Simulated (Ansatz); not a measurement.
# La: which structure wins at one pressure

Aim: bring La in several structures (bcc, hcp, simple hexagonal, omega, sc) to one pressure and rank them by enthalpy. The pressure is set by scaling the first phase. Methods of the runs shown: LAPW. Companion runs by PAW are cited.

Computed with Ansatz 0.2.0 (DFT, PBE, all-electron LAPW, scalar-relativistic, unless a step's input says otherwise).

**1. Starting point**

The structure is cubic, space group Im-3m (No. 229). Conventional cell: a = 4.220 Å, b = 4.220 Å, c = 4.220 Å, α = 90.00°, β = 90.00°, γ = 90.00°. La (site symmetry m-3m) is surrounded by 8 La at 3.66 Å.

As a file:

```
La
1.0
    -2.11025    2.11025    2.11025
     2.11025   -2.11025    2.11025
     2.11025    2.11025   -2.11025
La
1
Direct
  0.00000 0.00000 0.00000
```

**2. Bcc relaxed under pressure, LAPW**

File input.yaml:

```yaml
crystal:
  lattice:
    - [-2.1102491962, 2.1102491962, 2.1102491962]
    - [2.1102491962, -2.1102491962, 2.1102491962]
    - [2.1102491962, 2.1102491962, -2.1102491962]
  atoms:
    - { symbol: La, position: [0.0, 0.0, 0.0] }
kpoints:
  mp_grid: { grid: [13, 13, 13] }
scf:
  occupations: { method: fermi_dirac, width: 0.08 }
hamiltonian:
  xc: pbe
  pseudopotentials: { kind: all_electron, lapw: { basis_error: 0.0005 } }
output:
  forces: true
  stress: true
  eigenvalues: true
relax:
  f_tol: 0.005
  max_steps: 12
  cell: { p_target: 0.16, stress_tol: 0.03 }
```

Command:

```bash
$ ansatz run input.yaml --threads 2 --pin off --max-ram 5120MiB --backend cpu --events-out ev --progress --plain --runs-dir out
```

The log of the run, shortened:

```text
[...]
LAPW: plane waves up to 6.123 Å⁻¹, error target 5.0e-4 eV per atom; small_component_spin mean_spin; La in spheres of 1.773 Å, 27 of its electrons in bands, Dirac shells []
[...]
Pseudopotentials: kind: all_electron
Pseudopotential: La, LAPW, valence charge 27, Koelling and Harmon's equation, gaussian nucleus
Functional definition: PBE
[...]
Crystal: 1 atoms, lattice volume = 37.589 Å³
Basis set: ecut = 142.8467294756136 eV, 141 PW (Γ), exchange–correlation at level 2
Bands: 18, of which v1, the nominal top of the filled ones, is band 14 counted from 1 (13 counted from 0)
Symmetry: 48 space group operations
Space group: Im-3m (ITA 229), of the structure as read, at distance tolerance 3.3e-5 Å
k-points: 84 of 2197
[...]
SCF iter   1: F=—  HF=-231108.107831 eV  |F-HF|=—  |Δ(HF+E_count)|=         —  Δρ=3.67e-3  dr2=6.06e-3  ethr=2.23e-5  ⟨swp⟩=4.1  Hψ=10709  notcnv=0
[...]
relax step   1: F+E_penalty+E_count = -231108.10768470 eV  Δ(F+E_penalty+E_count) = +0.000e0 eV  max|allowed force component| = 0.000e0 eV/Å  Δτ_max = 0.0000 Å  P = +0.188 GPa  Ω = 37.589 Å³  (7 SCF iters, accepted)
[...]
relax step   2: F+E_penalty+E_count = -231108.10768470 eV  Δ(F+E_penalty+E_count) = -4.889e-9 eV  max|allowed force component| = 0.000e0 eV/Å  Δτ_max = 0.0000 Å  P = +0.188 GPa  Ω = 37.589 Å³  stress off target by 2.83e-2 GPa  SCF on the basis re-selected at this cell (its energy is not [...]
SCF converged after 2 iterations
Free energy (F): -231108.107685 eV
[...]
E sigma→0 (E₀):  -231108.078733 eV
Entropy (-TS):   -0.057904 eV (-57.904 meV/atom)
Fermi energy:    13.854191 eV
[...]
--- Forces (eV/Å), atoms counted from 1 ---
  atom   1  La     0.00000000     0.00000000    -0.00000000
[...]
--- Stress (GPa, compression-positive) ---
        0.188276      -0.000000       0.000000
       -0.000000       0.188276       0.000000
        0.000000       0.000000       0.188276
  P = ⅓ Tr σ = 0.1883 GPa (1.883 kbar)
--- Band table (eV; the first three rows and the last of 84) ---
  k-point 0: bands = ["-179.3919", "-179.3919", "-179.3919", "-83.3731", "-83.3731", "-83.3731", "-83.3672", "-83.3672", "-19.0426", "-2.0228", "-2.0228", "-2.0228", "10.6363", "15.2938", "15.2938", "15.2938", "15.3275", "15.3275"]
[...]
--- Relaxed structure (1 steps of the walk, 1 accepted, 1 SCFs on fresh bases) ---
  F+E_penalty+E_count = -231108.10768470 eV   max|allowed force component| = 0.000e0 eV/Å   (the final SCF, on the basis selected at the relaxed cell)
  cell:  # Å, volume = 37.5890 Å³
    - [-2.1102491962, 2.1102491962, 2.1102491962]
    - [2.1102491962, -2.1102491962, 2.1102491962]
    - [2.1102491962, 2.1102491962, -2.1102491962]
  atoms:
    - { symbol: La, position: [0.0, 0.0, 0.0] }
```

Wall time 5 s (2 threads of Arm Neoverse V2, shared host); peak memory 0.28 GiB.

Step by step:

| step | energy from step 1 (eV/cell) | largest force component (eV/Å) | pressure (GPa) | volume (Å³) |
| --- | --- | --- | --- | --- |
| 1 | 0.0000 | 0.0000 | 0.19 | 37.59 |
| 2 | 0.0000 | 0.0000 | 0.19 | 37.59 |

Step 1 is the start. Step 2 repeats the geometry before on a plane-wave basis chosen anew for that cell, so the energy can jump there without any move; the table keeps such jumps.

| input's cell | before | after | change |
| --- | --- | --- | --- |
| a (Å) | 3.655 | 3.655 | +0.0 % |
| b (Å) | 3.655 | 3.655 | +0.0 % |
| c (Å) | 3.655 | 3.655 | +0.0 % |
| volume (Å³/atom) | 37.59 | 37.59 | +0.0 % |

This run gives: pressure 0.19 GPa; no gap.

**3. Hcp relaxed under pressure, LAPW**

File input.yaml:

```yaml
crystal:
  lattice:
    - [3.7753306721, 0.0, 0.0]
    - [-1.8876653361, 3.2695322697, 0.0]
    - [0.0, 0.0, 6.0753912497]
  atoms:
    - { symbol: La, position: [0.3333333333, 0.6666666667, 0.25] }
    - { symbol: La, position: [0.6666666667, 0.3333333333, 0.75] }
kpoints:
  mp_grid: { grid: [12, 12, 7] }
scf:
  occupations: { method: fermi_dirac, width: 0.08 }
hamiltonian:
  xc: pbe
  pseudopotentials: { kind: all_electron, lapw: { basis_error: 0.0005 } }
output:
  forces: true
  stress: true
  eigenvalues: true
relax:
  f_tol: 0.005
  max_steps: 12
  cell: { p_target: 0.16, stress_tol: 0.03 }
```

Command:

```bash
$ ansatz run input.yaml --threads 2 --pin off --max-ram 5120MiB --backend cpu --events-out ev --progress --plain --runs-dir out
```

The log of the run, shortened:

```text
[...]
LAPW: plane waves up to 5.997 Å⁻¹, error target 5.0e-4 eV per atom; small_component_spin mean_spin; La in spheres of 1.813 Å, 27 of its electrons in bands, Dirac shells []
[...]
[... 3 set-up lines as earlier in the session ...]
[...]
Crystal: 2 atoms, lattice volume = 74.992 Å³
Basis set: ecut = 137.02309774097566 eV, 287 PW (Γ), exchange–correlation at level 2
Bands: 33, of which v1, the nominal top of the filled ones, is band 27 counted from 1 (26 counted from 0)
Symmetry: 24 space group operations
Space group: P63/mmc (ITA 194), of the structure as read, at distance tolerance 4.2e-5 Å
k-points: 76 of 1008
[...]
SCF iter   1: F=—  HF=-462216.397518 eV  |F-HF|=—  |Δ(HF+E_count)|=         —  Δρ=4.73e-3  dr2=2.43e-2  ethr=4.51e-5  ⟨swp⟩=6.8  Hψ=17471  notcnv=0
[...]
  atom   2  La     0.00000000     0.00000000     0.00000000
[...]
--- Stress (GPa, compression-positive) ---
        0.168804       0.000000      -0.000000
       -0.000000       0.168804       0.000000
       -0.000000       0.000000       0.171735
  P = ⅓ Tr σ = 0.1698 GPa (1.698 kbar)
--- Band table (eV; the first three rows and the last of 76) ---
[...]
--- Relaxed structure (2 steps of the walk, 2 accepted, 1 SCFs on fresh bases) ---
  F+E_penalty+E_count = -462216.39458150 eV   max|allowed force component| = 8.327e-17 eV/Å   (the final SCF, on the basis selected at the relaxed cell)
  cell:  # Å, volume = 75.0575 Å³
    - [3.7762922126310703, 2.887483549087711e-11, 4.318811118046938e-20]
    - [-1.8881461063405416, 3.2703649882374166, -2.1594055590523068e-20]
    - [6.949978572657191e-20, -4.4394560510858025e-33, 6.077599896274486]
  atoms:
    - { symbol: La, position: [0.33333333333333326, 0.6666666666666665, 0.24999999999999997] }
    - { symbol: La, position: [0.6666666666666666, 0.33333333333333326, 0.7499999999999998] }
```

Wall time 22 s (2 threads of Arm Neoverse V2, shared host); peak memory 0.4 GiB.

Relaxation path:

```csv
step,energy from step 1 (eV/cell),largest force component (eV/Å),pressure (GPa),volume (Å³)
1,0.0000,0.0000,0.19,74.99
2,-0.0001,0.0000,0.17,75.06
3,-0.0001,0.0000,0.17,75.06
```

Step 1 is the start. Step 3 repeats the geometry before on a plane-wave basis chosen anew for that cell, so the energy can jump there without any move; the table keeps such jumps.

| input's cell | before | after | change |
| --- | --- | --- | --- |
| a (Å) | 3.775 | 3.776 | +0.0 % |
| b (Å) | 3.775 | 3.776 | +0.0 % |
| c (Å) | 6.075 | 6.078 | +0.0 % |
| volume (Å³/atom) | 37.50 | 37.53 | +0.1 % |

This run gives: pressure 0.17 GPa; no gap.

**4. Simple hexagonal relaxed under pressure, LAPW**

File input.yaml:

```yaml
crystal:
  lattice:
    - [3.491380156, 0.0, 0.0]
    - [-1.745690078, 3.0236239094, 0.0]
    - [0.0, 0.0, 3.4769884581]
  atoms:
    - { symbol: La, position: [0.0, 0.0, 0.0] }
kpoints:
  mp_grid: { grid: [12, 12, 11] }
scf:
  occupations: { method: fermi_dirac, width: 0.08 }
hamiltonian:
  xc: pbe
  pseudopotentials: { kind: all_electron, lapw: { basis_error: 0.0005 } }
output:
  forces: true
  stress: true
  eigenvalues: true
relax:
  f_tol: 0.005
  max_steps: 12
  cell: { p_target: 0.16, stress_tol: 0.03 }
```

Command:

```bash
$ ansatz run input.yaml --threads 2 --pin off --max-ram 5120MiB --backend cpu --events-out ev --progress --plain --runs-dir out
```

The log of the run, shortened:

```text
[...]
LAPW: plane waves up to 6.417 Å⁻¹, error target 5.0e-4 eV per atom; small_component_spin mean_spin; La in spheres of 1.686 Å, 29 of its electrons in bands, Dirac shells []
[...]
[... 1 set-up line as earlier in the session ...]
Pseudopotential: La, LAPW, valence charge 29, Koelling and Harmon's equation, gaussian nucleus
[... 1 set-up line as earlier in the session ...]
[...]
Crystal: 1 atoms, lattice volume = 36.705 Å³
Basis set: ecut = 156.9031689236553 eV, 151 PW (Γ), exchange–correlation at level 2
Bands: 19, of which v1, the nominal top of the filled ones, is band 15 counted from 1 (14 counted from 0)
[... 1 set-up line as earlier in the session ...]
Space group: P6/mmm (ITA 191), of the structure as read, at distance tolerance 3.3e-5 Å
k-points: 114 of 1584
[...]
SCF iter   1: F=—  HF=-231107.959404 eV  |F-HF|=—  |Δ(HF+E_count)|=         —  Δρ=8.81e-3  dr2=6.65e-2  ethr=2.28e-4  ⟨swp⟩=3.0  Hψ=14261  notcnv=0
[...]
--- Forces (eV/Å), atoms counted from 1 ---
  atom   1  La    -0.00000000     0.00000000     0.00000000
[...]
--- Stress (GPa, compression-positive) ---
        0.176270       0.000000      -0.000000
        0.000000       0.176270       0.000000
       -0.000000       0.000000       0.170413
  P = ⅓ Tr σ = 0.1743 GPa (1.743 kbar)
--- Band table (eV; the first three rows and the last of 114) ---
  k-point 0: bands = ["-245.4207", "-179.0055", "-179.0030", "-179.0030", "-82.9928", "-82.9928", "-82.9902", "-82.9877", "-82.9877", "-18.8521", "-1.8787", "-1.5419", "-1.5419", "11.1304", "13.0858", "15.3229", "15.7883", "15.7883", "16.0532"]
[...]
--- Relaxed structure (2 steps of the walk, 2 accepted, 1 SCFs on fresh bases) ---
  F+E_penalty+E_count = -231107.94293647 eV   max|allowed force component| = 0.000e0 eV/Å   (the final SCF, on the basis selected at the relaxed cell)
  cell:  # Å, volume = 36.7463 Å³
    - [3.4926680414116804, 0.0, 0.0]
    - [-1.7463340207058402, 3.024739250848555, 0.0]
    - [0.0, 0.0, 3.478308680430758]
  atoms:
    - { symbol: La, position: [0.0, 0.0, 0.0] }
```

Run time: 12 s. Hardware: 2 threads of Arm Neoverse V2, shared host; peak memory 0.31 GiB.

The steps of the relaxation:

```csv
step,energy from step 1 (eV/cell),largest force component (eV/Å),pressure (GPa),volume (Å³)
1,0.0000,0.0000,0.20,36.71
2,0.0000,0.0000,0.17,36.75
3,0.0000,0.0000,0.17,36.75
```

Step 1 is the start. Step 3 repeats the geometry before on a plane-wave basis chosen anew for that cell, so the energy can jump there without any move; the table keeps such jumps.

| input's cell | before | after | change |
| --- | --- | --- | --- |
| a (Å) | 3.491 | 3.493 | +0.0 % |
| b (Å) | 3.491 | 3.493 | +0.0 % |
| c (Å) | 3.477 | 3.478 | +0.0 % |
| volume (Å³/atom) | 36.71 | 36.75 | +0.1 % |

Read from it: pressure 0.17 GPa; no gap.

**5. Omega relaxed under pressure, LAPW**

input.yaml, as its differences from that of step 4:

```diff
@@ -2,9 +2,11 @@
   lattice:
-    - [3.491380156, 0.0, 0.0]
-    - [-1.745690078, 3.0236239094, 0.0]
-    - [0.0, 0.0, 3.4769884581]
+    - [5.9421394152, 0.0, 0.0]
+    - [-2.9710697076, 5.1460436864, 0.0]
+    - [0.0, 0.0, 3.6254379731]
   atoms:
     - { symbol: La, position: [0.0, 0.0, 0.0] }
+    - { symbol: La, position: [0.3333333333, 0.6666666667, 0.5] }
+    - { symbol: La, position: [0.6666666667, 0.3333333333, 0.5] }
 kpoints:
-  mp_grid: { grid: [12, 12, 11] }
+  mp_grid: { grid: [6, 6, 9] }
 scf:
```

Command:

```bash
$ ansatz run input.yaml --threads 2 --pin off --max-ram 5120MiB --backend cpu --events-out ev --progress --plain --runs-dir out
```

The log of the run, shortened:

```text
[...]
LAPW: plane waves up to 6.497 Å⁻¹, error target 5.0e-4 eV per atom; small_component_spin mean_spin; La in spheres of 1.664 Å, 29 of its electrons in bands, Dirac shells []
[...]
[... 3 set-up lines as earlier in the session ...]
[...]
Crystal: 3 atoms, lattice volume = 110.860 Å³
Basis set: ecut = 160.81497223465223 eV, 511 PW (Γ), exchange–correlation at level 2
Bands: 53, of which v1, the nominal top of the filled ones, is band 44 counted from 1 (43 counted from 0)
[... 1 set-up line as earlier in the session ...]
Space group: P6/mmm (ITA 191), of the structure as read, at distance tolerance 4.8e-5 Å
k-points: 35 of 324
[...]
SCF iter   1: F=—  HF=-693324.594230 eV  |F-HF|=—  |Δ(HF+E_count)|=         —  Δρ=7.14e-3  dr2=1.18e-1  ethr=1.36e-4  ⟨swp⟩=4.2  Hψ=12311  notcnv=0
[...]
  atom   2  La     0.00000000    -0.00000000     0.00000000
  atom   3  La    -0.00000000     0.00000000    -0.00000000
[...]
--- Stress (GPa, compression-positive) ---
        0.176372       0.000000       0.000000
        0.000000       0.176372      -0.000000
        0.000000      -0.000000       0.156525
  P = ⅓ Tr σ = 0.1698 GPa (1.698 kbar)
--- Band table (eV; the first three rows and the last of 35) ---
[...]
--- Relaxed structure (2 steps of the walk, 2 accepted, 1 SCFs on fresh bases) ---
  F+E_penalty+E_count = -693324.56382044 eV   max|allowed force component| = 4.472e-17 eV/Å   (the final SCF, on the basis selected at the relaxed cell)
  cell:  # Å, volume = 111.0026 Å³
    - [5.945783731935846, 0.0, 0.0]
    - [-2.972891865967923, 5.149199757264688, 0.0]
    - [0.0, 0.0, 3.625635497473703]
  atoms:
    - { symbol: La, position: [1.5444657753944097e-35, 2.0791915992545197e-36, 0.0] }
    - { symbol: La, position: [0.3333333333333333, 0.6666666666666666, 0.5] }
    - { symbol: La, position: [0.6666666666666666, 0.3333333333333333, 0.5] }
```

Run time: 31 s. Hardware: 2 threads of Arm Neoverse V2, shared host; peak memory 0.41 GiB.

Step by step:

```csv
step,energy from step 1 (eV/cell),largest force component (eV/Å),pressure (GPa),volume (Å³)
1,0.0000,0.0000,0.21,110.86
2,-0.0002,0.0000,0.17,111.00
3,-0.0002,0.0000,0.17,111.00
```

Step 1 is the start. Step 3 repeats the geometry before on a plane-wave basis chosen anew for that cell, so the energy can jump there without any move; the table keeps such jumps.

| input's cell | before | after | change |
| --- | --- | --- | --- |
| a (Å) | 5.942 | 5.946 | +0.1 % |
| b (Å) | 5.942 | 5.946 | +0.1 % |
| c (Å) | 3.625 | 3.626 | +0.0 % |
| volume (Å³/atom) | 36.95 | 37.00 | +0.1 % |

Result: pressure 0.17 GPa; no gap.

**6. Sc relaxed under pressure, LAPW**

File input.yaml:

```yaml
crystal:
  lattice:
    - [3.3166732306, 0.0, 0.0]
    - [0.0, 3.3166732306, 0.0]
    - [0.0, 0.0, 3.3166732306]
  atoms:
    - { symbol: La, position: [0.0, 0.0, 0.0] }
kpoints:
  mp_grid: { grid: [11, 11, 11] }
scf:
  occupations: { method: fermi_dirac, width: 0.08 }
hamiltonian:
  xc: pbe
  pseudopotentials: { kind: all_electron, lapw: { basis_error: 0.0005 } }
output:
  forces: true
  stress: true
  eigenvalues: true
relax:
  f_tol: 0.005
  max_steps: 12
  cell: { p_target: 0.16, stress_tol: 0.03 }
```

Command:

```bash
$ ansatz run input.yaml --threads 2 --pin off --max-ram 5120MiB --backend cpu --events-out ev --progress --plain --runs-dir out
```

The log of the run, shortened:

```text
[...]
LAPW: plane waves up to 6.708 Å⁻¹, error target 5.0e-4 eV per atom; small_component_spin mean_spin; La in spheres of 1.609 Å, 29 of its electrons in bands, Dirac shells []
[...]
[... 3 set-up lines as earlier in the session ...]
[...]
Crystal: 1 atoms, lattice volume = 36.484 Å³
Basis set: ecut = 171.43809503135776 eV, 179 PW (Γ), exchange–correlation at level 2
Bands: 19, of which v1, the nominal top of the filled ones, is band 15 counted from 1 (14 counted from 0)
[... 1 set-up line as earlier in the session ...]
Space group: Pm-3m (ITA 221), of the structure as read, at distance tolerance 3.3e-5 Å
k-points: 56 of 1331
[...]
SCF iter   1: F=—  HF=-231107.713661 eV  |F-HF|=—  |Δ(HF+E_count)|=         —  Δρ=3.14e-3  dr2=3.42e-3  ethr=1.14e-5  ⟨swp⟩=4.0  Hψ=7434  notcnv=0
[...]
--- Forces (eV/Å), atoms counted from 1 ---
  atom   1  La     0.00000000     0.00000000     0.00000000
[...]
--- Stress (GPa, compression-positive) ---
        0.189971      -0.000000       0.000000
       -0.000000       0.189971       0.000000
        0.000000       0.000000       0.189971
  P = ⅓ Tr σ = 0.1900 GPa (1.900 kbar)
--- Band table (eV; the first three rows and the last of 56) ---
  k-point 0: bands = ["-245.3509", "-178.9360", "-178.9360", "-178.9360", "-82.9273", "-82.9273", "-82.9273", "-82.9235", "-82.9235", "-18.9153", "-1.5999", "-1.5999", "-1.5999", "11.3124", "13.0432", "13.0432", "16.0143", "16.0143", "16.0143"]
[...]
--- Relaxed structure (1 steps of the walk, 1 accepted, 1 SCFs on fresh bases) ---
  F+E_penalty+E_count = -231107.71688287 eV   max|allowed force component| = 0.000e0 eV/Å   (the final SCF, on the basis selected at the relaxed cell)
  cell:  # Å, volume = 36.4845 Å³
    - [3.3166732306, 0.0, 0.0]
    - [0.0, 3.3166732306, 0.0]
    - [0.0, 0.0, 3.3166732306]
  atoms:
    - { symbol: La, position: [0.0, 0.0, 0.0] }
```

Run time: 4.5 s. Hardware: 2 threads of Arm Neoverse V2, shared host; peak memory 0.26 GiB.

Relaxation path:

```csv
step,energy from step 1 (eV/cell),largest force component (eV/Å),pressure (GPa),volume (Å³)
1,0.0000,0.0000,0.19,36.48
2,0.0000,0.0000,0.19,36.48
```

Step 1 is the start. Step 2 repeats the geometry before on a plane-wave basis chosen anew for that cell, so the energy can jump there without any move; the table keeps such jumps.

| input's cell | before | after | change |
| --- | --- | --- | --- |
| a (Å) | 3.317 | 3.317 | +0.0 % |
| b (Å) | 3.317 | 3.317 | +0.0 % |
| c (Å) | 3.317 | 3.317 | +0.0 % |
| volume (Å³/atom) | 36.48 | 36.48 | +0.0 % |

Result: pressure 0.19 GPa; no gap.

**7. The series in one table**

The PAW rows are taken from companion runs at the same settings.

Enthalpy per atom, H = F + pV at p = 0.16 GPa, from each method's lowest phase:

```
method             start  space group, start → end  volume (Å³/atom)  pressure (GPa)  enthalpy (meV/atom)
  LAPW               bcc             Im-3m → Im-3m            37.589             0.2                 89.7
  LAPW               hcp       P6_3/mmc → P6_3/mmc            37.529             0.2                  0.0
  LAPW  simple hexagonal           P6/mmm → P6/mmm            36.746             0.2                253.6
  LAPW             omega           P6/mmm → P6/mmm            37.001             0.2                  8.8
  LAPW                sc             Pm-3m → Pm-3m            36.484             0.2                479.4
   PAW               bcc             Im-3m → Im-3m            37.589             0.2                 89.9
   PAW               hcp       P6_3/mmc → P6_3/mmc            37.496             0.2                  0.0
   PAW  simple hexagonal           P6/mmm → P6/mmm            36.705             0.2                252.9
   PAW             omega           P6/mmm → P6/mmm            36.953             0.2                  8.7
   PAW                sc             Pm-3m → Pm-3m            36.484             0.2                478.4
```

**8. Results**

```
     quantity                          value
     pressure                       0.16 GPa
lowest (LAPW)  hcp, 8.8 meV/atom under omega
 lowest (PAW)  hcp, 8.7 meV/atom under omega
```

**Reading.** By LAPW the order is hcp < omega < bcc < simple hexagonal < sc. By PAW the order is hcp < omega < bcc < simple hexagonal < sc. The methods agree on the lowest phase. Only these structures were tried, with electrons smeared by 0.08 eV and without vibrations, so the true ground state may be another. The k meshes differ between phases and weren't tested, which can move differences by some meV. Spin-orbit coupling is left out, though the cell holds La; in elements this heavy it can shift bands and gaps by tenths of an eV.
